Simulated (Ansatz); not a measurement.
# TePb (Fm-3m) in Ansatz: further runs

One crystal, TePb, is run at these levels: PBEsol, HSE06, PBE0; tasks: single point.

Everything below comes from runs of Ansatz 0.2.0. Logs are shortened: lines on timing, memory, paths and dates and some standing lists are left out, and cuts for length are marked.

**Measured values to compare with.**

A printed reference work, monograph reports, for a bulk crystal of TePb at 4.2 K: band gap 0.19 eV (direct).

The runs below are set against these values where they give the same quantity.

### 1 The crystal as given

It takes space group Fm-3m (No. 225, cubic). Conventional cell: a = 6.462 Å, b = 6.462 Å, c = 6.462 Å, α = 90.00°, β = 90.00°, γ = 90.00°. Around Pb (site symmetry m-3m) lie 6 Te at 3.23 Å. Te (site symmetry m-3m) has 6 Pb at 3.23 Å as nearest neighbours.

### 2 Single point, PBEsol

File input.yaml:

```yaml
crystal:
  lattice:
    - [0.0, 3.231, 3.231]
    - [3.231, 0.0, 3.231]
    - [3.231, 3.231, 0.0]
  atoms:
    - { symbol: Pb, position: [0.0, 0.0, 0.0] }
    - { symbol: Te, position: [0.5, 0.5, 0.5] }
kpoints:
  mp_grid: { grid: [6, 6, 6] }
scf:
  occupations: { method: fermi_dirac, width: 0.05 }
hamiltonian:
  xc: pbesol
  pseudopotentials: { kind: all_electron, datasets: crystal }
output:
  forces: true
  stress: true
  eigenvalues: true
  elf: true
  volumetric_format: npy
```

Potentials or basis: all-electron PAW datasets made for the crystal.

On the command line:

```bash
> ansatz run input.yaml --threads 2 --pin off --max-ram 8192MiB --backend cpu --events-out ev --progress --plain --runs-dir out
```

The log of the run:

```text
Warning: RAYON_NUM_THREADS=2 ignored (pool sized by the plan → 2); use --threads N
hamiltonian.pseudopotentials.datasets: crystal makes datasets for this crystal and solves the spheres of its atoms anew in each pass: cutoff 240.0 eV, the density's 960.0 eV; for an error of 0.50 meV an atom under PBE, 1.0 meV for the cell; an energy difference from a run of another recipe may be off by several times the error for the cell, under r2SCAN by more, where some 0.1 meV an atom stays at smaller errors; Te in spheres of 1.376 Å, 6 of its electrons in bands, 10 on its site; Pb in spheres of 1.376 Å, 14 of its electrons in bands; only band paths and densities of states list, in semicore columns, the levels of the semicore shells that are solved separately: 4d of Te
Engine: ansatz 0.2.0, aarch64-unknown-linux-gnu
Pseudopotentials: kind: all_electron
Pseudopotential: Pb, paw, valence charge 14, recommended cutoff 240 eV (normal), crystal/all_electron/pbesol/scalar/gaussian/Pb, Koelling and Harmon's equation, gaussian nucleus
Pseudopotential: Te, paw, valence charge 16, recommended cutoff 240 eV (normal), crystal/all_electron/pbesol/scalar/gaussian/Te, Koelling and Harmon's equation, gaussian nucleus
Functional definition: PBEsol
  exchange = pbesol_x
  correlation = pbesol_c
Crystal: 2 atoms, lattice volume = 67.459 Å³
Basis set: ecut = 240 eV, 537 PW (Γ), exchange–correlation on 48×48×48 points (8 copies of the dense FFT grid, shifted against one another)
Bands: 14, of which v1, the nominal top of the filled ones, is band 10 counted from 1 (9 counted from 0)
Symmetry: 48 space group operations
Space group: Fm-3m (ITA 225), of the structure as read, at distance tolerance 4.1e-5 Å
k-points: 16 of 216
Non-local potential: Pb, projectors of the file, l = 0: 1, l = 1: 1, l = 2: 2
Non-local potential: Te, projectors of the file, l = 0: 1, l = 1: 1
PAW form: soft (Blöchl's): semilocal exchange-correlation on the pseudo side does not see the compensation charge
PAW one-centre angular grid: Pb, 590 points (default); XC on its mesh's 1809 points in the sphere
PAW one-centre angular grid: Te, 110 points (default); XC on its mesh's 1857 points in the sphere
Initial density: superposition of atomic densities (neutral atoms: chi_scale 0, normalization atom)
Initial wavefunctions: pseudopotential atomic-orbital guess
Functional: x = pbesol(κ = 0.804, μ = 0.12345679012345678), c = pbesol(β = 0.046)
iter 1 solved again at ethr=2.19e-3 eV; its pass at ethr=1.00e-1 eV (dr2=4.38e-1 eV) is discarded
SCF iter   1: F=—  HF=-752721.975556 eV  |F-HF|=—  |Δ(HF+E_count)|=         —  Δρ=1.62e-2  dr2=4.25e-1  ethr=2.19e-3  ⟨swp⟩=4.8  Hψ=1313  notcnv=0
preconditioner: auto → none  [insulator: Δε(μ)=0.804 eV  Ē_g=14.381 eV  σ=0.050 eV  W_gap=1.00  n_scr=14 (ndim 8)  ℏωp=20.2 eV  f_vac=0.000  D(μ)=0.00/eV (n_scr^D=0)  ε∞_Penn≈3.0]
iter 2 solved again at ethr=1.39e-4 eV; its pass at ethr=2.12e-3 eV (dr2=2.78e-2 eV) is discarded
SCF iter   2: F=—  HF=-752721.850366 eV  |F-HF|=—  |Δ(HF+E_count)|=   1.25e-1  Δρ=6.10e-3  dr2=2.87e-2  ethr=1.39e-4  ⟨swp⟩=2.2  Hψ=1106  notcnv=0  defer=3
SCF iter   3: F=—  HF=-752721.840735 eV  |F-HF|=—  |Δ(HF+E_count)|=   9.63e-3  Δρ=2.67e-3  dr2=4.54e-3  ethr=1.39e-4  ⟨swp⟩=3.1  Hψ=500  notcnv=0
SCF iter   4: F=—  HF=-752721.839850 eV  |F-HF|=—  |Δ(HF+E_count)|=   8.85e-4  Δρ=6.95e-4  dr2=2.72e-4  ethr=2.27e-5  ⟨swp⟩=2.0  Hψ=385  notcnv=0
SCF iter   5: F=—  HF=-752721.842037 eV  |F-HF|=—  |Δ(HF+E_count)|=   2.19e-3  Δρ=1.33e-4  dr2=6.93e-6  ethr=1.36e-6  ⟨swp⟩=2.4  Hψ=511  notcnv=0
SCF iter   6: F=—  HF=-752721.842036 eV  |F-HF|=—  |Δ(HF+E_count)|=   1.29e-6  Δρ=2.51e-5  dr2=1.45e-7  ethr=3.46e-8  ⟨swp⟩=2.9  Hψ=413  notcnv=0
SCF iter   7: F=-752721.842036 eV  HF=-752721.842036 eV  |F-HF|=7.80e-9  |Δ(HF+E_count)|=   5.09e-8  Δρ=4.41e-6  dr2=1.04e-8  ethr=7.25e-10  ⟨swp⟩=3.0  Hψ=465  notcnv=0
SCF 1 converged in 7 iterations: F = -752721.842036 eV  dr2 = 1.04e-8
  Residual-converged pass: ⟨swp⟩=3.1  Hψ=494  notcnv=0  max |occ|·‖R‖ = 5.0e-6 eV (tolerance 5.3e-6 eV)  dr2=1.01e-8  dr2_onsite=9.67e-9  max |Δocc| = 2.0e-13
SCF converged after 7 iterations
Free energy (F): -752721.842036 eV
Harris-Foulkes:  -752721.842036 eV  (|F-HF|=7.80e-9)
Internal energy: -752721.841997 eV  (E = F + TS)
E sigma→0 (E₀):  -752721.842016 eV
Entropy (-TS):   -0.000039 eV (-0.020 meV/atom)
Past the cutoff: the bands carry plane waves up to 1.75 times it, of which those up to 1.5 times it add -0.000356 eV an atom, each by itself; the spheres take 0.000635 eV an atom off the energy for waves past 1.75 times it
By the cutoff:   a pressure is off by up to 0.008 GPa (1.2 times the spheres' own share and the shells' term, over an atom's volume, and 0.004 GPa: a bound that held against runs at twice the plane waves)
Past the cutoffs: a stress includes 0.0018 GPa for waves and charges beyond them, in addition to the slope of what the spheres take
In the spheres:  the bands' charges fall short by 2.0e-6 e at most (sound up to 1e-3), those of shells solved beside the bands by 3.6e-7 e (sound up to 5e-4)
Fermi energy:    11.988212 eV
--- Per-component energies (eV) ---
  E_band       = 17.821689
  E_kinetic    = 220.706755
  E_local      = -2411.428514  (includes V_loc(G=0)·N_el)
  E_nonlocal   = 380.165554
  E_hartree    = 1119.529199
  E_xc         = -171.132311
  E_vxc        = -193.403905  (∫ρ·V_xc dr)
  E_paw        = -756831.885160  (= ΣΔE_a)
  E_vpaw       = -8042.393125  (= ΣTr[D̂ρ^β])
  E_ewald      = -2852.919164
  E_smearing   = -0.000039  (= −TS)
  E_closure    = 7825.121646  (closes the sum)
  Σ components = -752721.842036   (vs F -752721.842036, Δ=0.00e0)
  The terms above E_closure are by the made datasets' own strengths, without shells solved beside the bands.
--- Forces (eV/Å), atoms counted from 1 ---
  atom   1  Pb    -0.00000000     0.00000000    -0.00000000
  atom   2  Te     0.00000000    -0.00000000     0.00000000
  max |Σ_I F_I| component: 1.88e-29 eV/Å
--- Stress (GPa, compression-positive) ---
       -0.373789      -0.000000       0.000000
       -0.000000      -0.373789      -0.000000
       -0.000000       0.000000      -0.373789
  P = ⅓ Tr σ = -0.3738 GPa (-3.738 kbar)
  It holds what live shells' own plane waves past their cutoff add
--- Band table (eV; the first three rows and the last of 16) ---
  k-point 0: bands = ["-4.9976", "-4.9976", "-4.9866", "-4.9866", "-4.9866", "-0.3841", "6.0416", "10.3165", "10.3165", "10.3165", "15.7097", "15.7097"]
  k-point 1: bands = ["-5.0011", "-5.0011", "-4.9860", "-4.9828", "-4.9828", "-0.1477", "5.3158", "10.3878", "10.3878", "10.7005", "14.5096", "14.7751"]
  k-point 2: bands = ["-5.0093", "-5.0093", "-4.9849", "-4.9739", "-4.9739", "0.4972", "3.9221", "10.6021", "10.6021", "11.2675", "13.0604", "13.4838"]
  k-point 15: bands = ["-5.0490", "-4.9956", "-4.9881", "-4.9699", "-4.9603", "1.4126", "3.8277", "7.4691", "8.2971", "10.3995", "14.4311", "15.9195"]
```

It took 1.8 s on 2 threads of Arm Neoverse V2, shared host; peak memory 0.49 GiB.

Results:

| Property | Result |
| --- | --- |
| Free energy | -752721.8420 eV |
| Pressure | -0.4 GPa |
| Band gap on the k mesh | 0.66 eV, direct |

Levels at points of the mesh, in eV from the valence-band top:
| k point | band 8 | band 9 | band 10 | band 11 | band 12 |
| --- | --- | --- | --- | --- | --- |
| (0.00, 0.00, 0.00) | -1.34 | -1.34 | -1.34 | 4.05 | 4.05 |
| (0.00, 0.00, -0.50) | -0.88 | -0.88 | 0.00 | 0.66 | 1.25 |
| (0.00, -0.50, -0.50) | -4.52 | -2.81 | -2.81 | 3.21 | 5.46 |

Caveat: spin-orbit coupling is left out, which as a rule narrows the gap of such compounds by several tenths of an eV.

### 3 Single point, HSE06

input.yaml, as its differences from that of step 2:

```diff
@@ -13,3 +13,3 @@
 hamiltonian:
-  xc: pbesol
+  xc: hse06
   pseudopotentials: { kind: all_electron, datasets: crystal }
@@ -18,4 +18 @@
   stress: true
-  eigenvalues: true
-  elf: true
-  volumetric_format: npy
```

Potentials or basis: all-electron PAW datasets made for the crystal.

On the command line:

```bash
> ansatz run input.yaml --threads 2 --pin off --max-ram 8192MiB --backend cpu --events-out ev --progress --plain --runs-dir out
```

Wall time 89 s (2 threads of Arm Neoverse V2, shared host); peak memory 1.1 GiB.

Results (log left out):

```yaml
Free_energy: -752928.7692 eV
Pressure: 1.2 GPa
Band_gap_on_the_k_mesh: 1.11 eV, direct
```

Levels at points of the mesh, in eV from the valence-band top:
| k point | band 12 | band 13 | band 14 | band 15 | band 16 |
| --- | --- | --- | --- | --- | --- |
| (0.00, 0.00, 0.00) | -5.90 | -1.60 | -1.60 | -1.60 | 4.73 |
| (0.00, 0.00, -0.50) | -9.42 | -1.12 | -1.12 | 0.00 | 1.11 |
| (0.00, -0.50, -0.50) | -7.86 | -5.09 | -3.20 | -3.20 | 3.68 |

Caveat: spin-orbit coupling is left out, which as a rule narrows the gap of such compounds by several tenths of an eV.

### 4 Single point, PBE0

input.yaml, as its differences from that of step 3:

```diff
@@ -13,3 +13,3 @@
 hamiltonian:
-  xc: hse06
+  xc: pbe0
   pseudopotentials: { kind: all_electron, datasets: crystal }
```

On the command line:

```bash
> ansatz run input.yaml --threads 2 --pin off --max-ram 8192MiB --backend cpu --events-out ev --progress --plain --runs-dir out
```

Wall time 1.7 min (2 threads of Arm Neoverse V2, shared host); peak memory 1.1 GiB.

The run converged. Its results:

```yaml
Free_energy: -752924.8663 eV
Pressure: 1.2 GPa
Band_gap_on_the_k_mesh: 1.65 eV, direct
```

Levels at points of the mesh, in eV from the valence-band top:
| k point | band 11 | band 12 | band 13 | band 14 | band 15 | band 16 |
| --- | --- | --- | --- | --- | --- | --- |
| (0.00, 0.00, 0.00) | -13.47 | -6.01 | -1.68 | -1.68 | -1.68 | 5.37 |
| (0.00, 0.00, -0.50) | -11.86 | -9.57 | -1.15 | -1.15 | 0.00 | 1.65 |
| (0.00, -0.50, -0.50) | -11.56 | -8.01 | -5.25 | -3.32 | -3.32 | 4.27 |

Caveat: spin-orbit coupling is left out, which as a rule narrows the gap of such compounds by several tenths of an eV.

### 5 Overview

| level | cutoff (eV) | gap on the mesh (eV) | pressure (GPa) |
| --- | --- | --- | --- |
| PBEsol | 240 | 0.66 | -0.4 |
| HSE06 | 290 | 1.11 | 1.2 |
| PBE0 | 290 | 1.65 | 1.2 |

Alike in all rows: task single point; potentials or basis all-electron PAW datasets made for the crystal; no spin polarisation; cell as given; k mesh 6 × 6 × 6; smearing fermi-dirac 0.05 eV.

On the cell as given the gap runs from 0.66 eV (PBEsol) to 1.65 eV (PBE0). The pressure there spans -0.4 GPa (PBEsol) to 1.2 GPa (PBE0); a positive pressure means that this level wants a larger cell, a negative one a smaller.

Caveats: spin-orbit coupling is left out, which as a rule narrows the gap of such compounds by several tenths of an eV.

Compare energies only between runs with the same functional and basis.

### 6 Comparison with measurements

Step 2. Measured gap of TePb: 0.19 eV (direct; 4.2 K; a printed reference work, monograph). This calculation gives 0.66 eV (+0.47 eV). Spin-orbit coupling on Pb, Te is left out. The value is that of PBEsol on a finite k mesh, which can miss the band edges, without temperature or zero-point motion.

Step 3. Measured gap of TePb: 0.19 eV (direct; 4.2 K; a printed reference work, monograph). This calculation gives 1.11 eV (+0.92 eV). Spin-orbit coupling on Pb, Te is left out. The value is that of HSE06 on a finite k mesh, which can miss the band edges, without temperature or zero-point motion.

Step 4. Measured gap of TePb: 0.19 eV (direct; 4.2 K; a printed reference work, monograph). This calculation gives 1.65 eV (+1.46 eV). So large a miss can be the level of theory's own, or it may mean another phase, state or a wrong row. Spin-orbit coupling on Pb, Te is left out. The value is that of PBE0 on a finite k mesh, which can miss the band edges, without temperature or zero-point motion.
